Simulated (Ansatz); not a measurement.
A strain series on ZrO2 (P4_2/nmc) from a database of computed structures with HSE06 in Ansatz; the unstrained cell is the r2SCAN minimum. (Simulation; spin polarisation is off.)

Input of the unstrained run:
```yaml
crystal:
  lattice:
    - [3.6010285391, 0.0, 0.0]
    - [0.0, 3.6010285391, 0.0]
    - [0.0, 0.0, 5.2271598144]
  atoms:
    - { symbol: Zr, position: [0.0, 0.0, 0.0] }
    - { symbol: Zr, position: [0.5, 0.5, 0.5] }
    - { symbol: O, position: [0.0, 0.5, 0.3030284338] }
    - { symbol: O, position: [0.0, 0.5, 0.8030284338] }
    - { symbol: O, position: [0.5, 0.0, 0.6969715662] }
    - { symbol: O, position: [0.5, 0.0, 0.1969715662] }
kpoints:
  mp_grid: { grid: [4, 4, 4] }
  band_path:
    path:
      - [0.0, 0.0, 0.0]
      - [0.0, 0.5, 0.0]
      - [0.5, 0.5, 0.0]
      - [0.0, 0.0, 0.5]
      - [0.0, 0.5, 0.5]
      - [0.5, 0.5, 0.5]
      - [0.223958, 0.223958, 0.0]
    npoints: 1
hamiltonian:
  xc: hse06
scf:
  occupations: { method: fixed }
  n_extra_bands: 5
output:
  forces: true
  stress: true
  eigenvalues: true
```

Its main results, and the levels near the gap at the points of the path (eV from the Fermi energy, bands numbered from 0, names kept under strain):
```
Crystal: 6 atoms, lattice volume = 67.783 Å³
Basis set: ecut = 420 eV, 1297 PW (Γ)
Symmetry: 16 space group operations
Space group: P42/nmc (ITA 137)
k-points: 18 of 64
Free energy (F): -10652.167387 eV
Fermi energy:    10.033072 eV
--- Forces (eV/Å), atoms counted from 1 ---
  atom   1  Zr      0.00000      0.00000      0.00000
  atom   2  Zr      0.00000      0.00000      0.00000
  atom   3  O       0.00000      0.00000      0.04071
  atom   4  O       0.00000      0.00000      0.04071
  atom   5  O       0.00000      0.00000    -0.04071
  atom   6  O       0.00000      0.00000    -0.04071
--- Stress (GPa, compression-positive) ---
       -2.670276       0.000000       0.000000
        0.000000      -2.670276       0.000000
        0.000000       0.000000      -2.549094
  P = ⅓ Tr σ = -2.6299 GPa (-26.299 kbar)
```
```tsv
point	band_21	band_22	band_23	band_24	band_25	band_26
Γ	-0.167	-0.087	-0.087	5.709	6.220	7.038
X	-1.515	-0.131	-0.131	6.116	6.116	7.133
M	-0.844	-0.440	-0.440	6.900	6.900	7.181
Z	-0.620	0.000	0.000	6.312	6.312	6.947
R	-1.404	-0.924	-0.924	6.240	6.240	6.578
A	-1.542	-0.061	-0.061	6.922	6.922	7.434
(0.224,0.224,0)	-0.374	-0.168	-0.004	6.572	6.743	6.833
```

Uniaxial -4.0 % along z, other directions held. The input changes in these blocks:
```yaml
crystal:
  lattice:
    - [3.6010285391, 0.0, 0.0]
    - [0.0, 3.6010285391, 0.0]
    - [0.0, 0.0, 5.0180734219]
  atoms:
    - { symbol: Zr, position: [0.0, 0.0, 0.0] }
    - { symbol: Zr, position: [0.5, 0.5, 0.5] }
    - { symbol: O, position: [0.0, 0.5, 0.2896254083] }
    - { symbol: O, position: [0.0, 0.5, 0.7896254083] }
    - { symbol: O, position: [0.5, 0.0, 0.7103745917] }
    - { symbol: O, position: [0.5, 0.0, 0.2103745917] }
kpoints:
  mp_grid: { grid: [4, 4, 4] }
  band_path:
    path:
      - [0.0, 0.0, 0.0]
      - [0.0, 0.5, 0.0]
      - [0.5, 0.5, 0.0]
      - [0.0, 0.0, 0.5]
      - [0.0, 0.5, 0.5]
      - [0.5, 0.5, 0.5]
      - [-0.197917, 0.182292, 0.0]
    npoints: 1
output:
  forces: true
  stress: true
  eigenvalues: true
  write_density: true
  write_potential: true
  elf: true
  volumetric_format: npy
```

```
Crystal: 6 atoms, lattice volume = 65.071 Å³
Basis set: ecut = 420 eV, 1265 PW (Γ)
Symmetry: 16 space group operations
Space group: P42/nmc (ITA 137)
k-points: 18 of 64
Free energy (F): -10652.089180 eV
Fermi energy:    10.946862 eV
--- Forces (eV/Å), atoms counted from 1 ---
  atom   1  Zr      0.00000      0.00000      0.00000
  atom   2  Zr      0.00000      0.00000      0.00000
  atom   3  O       0.00000      0.00000      0.00620
  atom   4  O       0.00000      0.00000      0.00620
  atom   5  O       0.00000      0.00000    -0.00620
  atom   6  O       0.00000      0.00000    -0.00620
--- Stress (GPa, compression-positive) ---
        0.070199       0.000000       0.000000
        0.000000       0.070199       0.000000
        0.000000       0.000000      12.105075
  P = ⅓ Tr σ = 4.0818 GPa (40.818 kbar)
```
```tsv
point	band_21	band_22	band_23	band_24	band_25	band_26
Γ	-0.399	-0.249	-0.073	5.366	6.005	6.447
X	-1.760	-0.120	-0.120	5.817	5.817	7.017
M	-0.881	-0.345	-0.345	6.405	6.405	7.116
Z	-0.686	-0.275	-0.275	6.097	6.097	6.740
R	-1.566	-1.280	-1.280	6.091	6.091	6.386
A	-1.697	-0.235	-0.235	6.714	6.714	7.176
(-0.198,0.182,0)	-0.422	-0.154	0.006	6.189	6.446	6.489
```

HSE06: the gap goes from 5.709 to 5.360 eV (-0.349 eV); the edges go from Z → Γ to (-0.198, 0.182, 0) → Γ.

Uniaxial -3.0 % along z, other directions held. The input changes in these blocks:
```yaml
crystal:
  lattice:
    - [3.6010285391, 0.0, 0.0]
    - [0.0, 3.6010285391, 0.0]
    - [0.0, 0.0, 5.07034502]
  atoms:
    - { symbol: Zr, position: [0.0, 0.0, 0.0] }
    - { symbol: Zr, position: [0.5, 0.5, 0.5] }
    - { symbol: O, position: [0.0, 0.5, 0.2931500525] }
    - { symbol: O, position: [0.0, 0.5, 0.7931500525] }
    - { symbol: O, position: [0.5, 0.0, 0.7068499475] }
    - { symbol: O, position: [0.5, 0.0, 0.2068499475] }
kpoints:
  mp_grid: { grid: [4, 4, 4] }
  band_path:
    path:
      - [0.0, 0.0, 0.0]
      - [0.0, 0.5, 0.0]
      - [0.5, 0.5, 0.0]
      - [0.0, 0.0, 0.5]
      - [0.0, 0.5, 0.5]
      - [0.5, 0.5, 0.5]
      - [0.197917, 0.197917, 0.0]
    npoints: 1
```

```
Crystal: 6 atoms, lattice volume = 65.749 Å³
Basis set: ecut = 420 eV, 1273 PW (Γ)
Symmetry: 16 space group operations
Space group: P42/nmc (ITA 137)
k-points: 18 of 64
Free energy (F): -10652.131618 eV
Fermi energy:    10.691142 eV
--- Forces (eV/Å), atoms counted from 1 ---
  atom   1  Zr      0.00000      0.00000      0.00000
  atom   2  Zr      0.00000      0.00000      0.00000
  atom   3  O       0.00000      0.00000      0.01328
  atom   4  O       0.00000      0.00000      0.01328
  atom   5  O       0.00000      0.00000    -0.01328
  atom   6  O       0.00000      0.00000    -0.01328
--- Stress (GPa, compression-positive) ---
       -0.720912       0.000000       0.000000
        0.000000      -0.720912       0.000000
        0.000000       0.000000       7.840501
  P = ⅓ Tr σ = 2.1329 GPa (21.329 kbar)
```
```tsv
point	band_21	band_22	band_23	band_24	band_25	band_26
Γ	-0.295	-0.295	-0.080	5.477	6.078	6.622
X	-1.681	-0.109	-0.109	5.919	5.919	7.064
M	-0.860	-0.344	-0.344	6.579	6.579	7.128
Z	-0.645	-0.180	-0.180	6.175	6.175	6.807
R	-1.503	-1.168	-1.168	6.150	6.150	6.451
A	-1.628	-0.165	-0.165	6.794	6.794	7.256
(0.198,0.198,0)	-0.326	-0.203	0.014	6.319	6.544	6.600
```

HSE06: the gap goes from 5.709 to 5.463 eV (-0.246 eV); the edges go from Z → Γ to Γ–M (0.40) → Γ.

Uniaxial -2.0 % along z, other directions held. The input changes in these blocks:
```yaml
crystal:
  lattice:
    - [3.6010285391, 0.0, 0.0]
    - [0.0, 3.6010285391, 0.0]
    - [0.0, 0.0, 5.1226166181]
  atoms:
    - { symbol: Zr, position: [0.0, 0.0, 0.0] }
    - { symbol: Zr, position: [0.5, 0.5, 0.5] }
    - { symbol: O, position: [0.0, 0.5, 0.2965941965] }
    - { symbol: O, position: [0.0, 0.5, 0.7965941965] }
    - { symbol: O, position: [0.5, 0.0, 0.7034058035] }
    - { symbol: O, position: [0.5, 0.0, 0.2034058035] }
kpoints:
  mp_grid: { grid: [4, 4, 4] }
  band_path:
    path:
      - [0.0, 0.0, 0.0]
      - [0.0, 0.5, 0.0]
      - [0.5, 0.5, 0.0]
      - [0.0, 0.0, 0.5]
      - [0.0, 0.5, 0.5]
      - [0.5, 0.5, 0.5]
      - [0.208333, 0.208333, 0.0]
    npoints: 1
```

```
Crystal: 6 atoms, lattice volume = 66.427 Å³
Basis set: ecut = 420 eV, 1281 PW (Γ)
Symmetry: 16 space group operations
Space group: P42/nmc (ITA 137)
k-points: 18 of 64
Free energy (F): -10652.158025 eV
Fermi energy:    10.450977 eV
--- Forces (eV/Å), atoms counted from 1 ---
  atom   1  Zr      0.00000      0.00000      0.00000
  atom   2  Zr      0.00000      0.00000      0.00000
  atom   3  O       0.00000      0.00000      0.02083
  atom   4  O       0.00000      0.00000      0.02083
  atom   5  O       0.00000      0.00000    -0.02083
  atom   6  O       0.00000      0.00000    -0.02083
--- Stress (GPa, compression-positive) ---
       -1.429892       0.000000       0.000000
        0.000000      -1.429892       0.000000
        0.000000       0.000000       4.014163
  P = ⅓ Tr σ = 0.3848 GPa (3.848 kbar)
```
```tsv
point	band_21	band_22	band_23	band_24	band_25	band_26
Γ	-0.206	-0.206	-0.096	5.574	6.142	6.786
X	-1.610	-0.104	-0.104	6.006	6.006	7.102
M	-0.843	-0.359	-0.359	6.730	6.730	7.139
Z	-0.619	-0.100	-0.100	6.239	6.239	6.867
R	-1.453	-1.068	-1.068	6.197	6.197	6.508
A	-1.578	-0.111	-0.111	6.858	6.858	7.330
(0.208,0.208,0)	-0.254	-0.252	0.018	6.439	6.634	6.697
```

HSE06: the gap goes from 5.709 to 5.556 eV (-0.153 eV); the edges go from Z → Γ to Γ–M (0.42) → Γ.

Uniaxial -1.0 % along z, other directions held. The input changes in these blocks:
```yaml
crystal:
  lattice:
    - [3.6010285391, 0.0, 0.0]
    - [0.0, 3.6010285391, 0.0]
    - [0.0, 0.0, 5.1748882163]
  atoms:
    - { symbol: Zr, position: [0.0, 0.0, 0.0] }
    - { symbol: Zr, position: [0.5, 0.5, 0.5] }
    - { symbol: O, position: [0.0, 0.5, 0.3000278367] }
    - { symbol: O, position: [0.0, 0.5, 0.8000278367] }
    - { symbol: O, position: [0.5, 0.0, 0.6999721633] }
    - { symbol: O, position: [0.5, 0.0, 0.1999721633] }
kpoints:
  mp_grid: { grid: [4, 4, 4] }
  band_path:
    path:
      - [0.0, 0.0, 0.0]
      - [0.0, 0.5, 0.0]
      - [0.5, 0.5, 0.0]
      - [0.0, 0.0, 0.5]
      - [0.0, 0.5, 0.5]
      - [0.5, 0.5, 0.5]
      - [0.213542, 0.21875, 0.0]
    npoints: 1
output:
  forces: true
  stress: true
  eigenvalues: true
  write_density: true
  write_potential: true
  elf: true
  volumetric_format: npy
```

```
Crystal: 6 atoms, lattice volume = 67.105 Å³
Basis set: ecut = 420 eV, 1297 PW (Γ)
Symmetry: 16 space group operations
Space group: P42/nmc (ITA 137)
k-points: 18 of 64
Free energy (F): -10652.169148 eV
Fermi energy:    10.232441 eV
--- Forces (eV/Å), atoms counted from 1 ---
  atom   1  Zr      0.00000      0.00000      0.00000
  atom   2  Zr      0.00000      0.00000      0.00000
  atom   3  O       0.00000      0.00000      0.02634
  atom   4  O       0.00000      0.00000      0.02634
  atom   5  O       0.00000      0.00000    -0.02634
  atom   6  O       0.00000      0.00000    -0.02634
--- Stress (GPa, compression-positive) ---
       -2.053570       0.000000       0.000000
        0.000000      -2.053570       0.000000
        0.000000       0.000000       0.610702
  P = ⅓ Tr σ = -1.1655 GPa (-11.655 kbar)
```
```tsv
point	band_21	band_22	band_23	band_24	band_25	band_26
Γ	-0.139	-0.139	-0.126	5.651	6.190	6.936
X	-1.556	-0.112	-0.112	6.071	6.071	7.126
M	-0.837	-0.397	-0.397	6.843	6.843	7.154
Z	-0.613	-0.042	-0.042	6.284	6.284	6.917
R	-1.422	-0.987	-0.987	6.226	6.226	6.551
A	-1.555	-0.080	-0.080	6.900	6.900	7.393
(0.214,0.219,0)	-0.314	-0.203	0.011	6.522	6.697	6.774
```

HSE06: the gap goes from 5.709 to 5.639 eV (-0.070 eV); the edges go from Z → Γ to (0.214, 0.219, 0) → Γ.

The stress of a hybrid is loosely converged in these runs.

The meshes of the hybrids are coarse, so their gaps aren't converged to the digits shown.
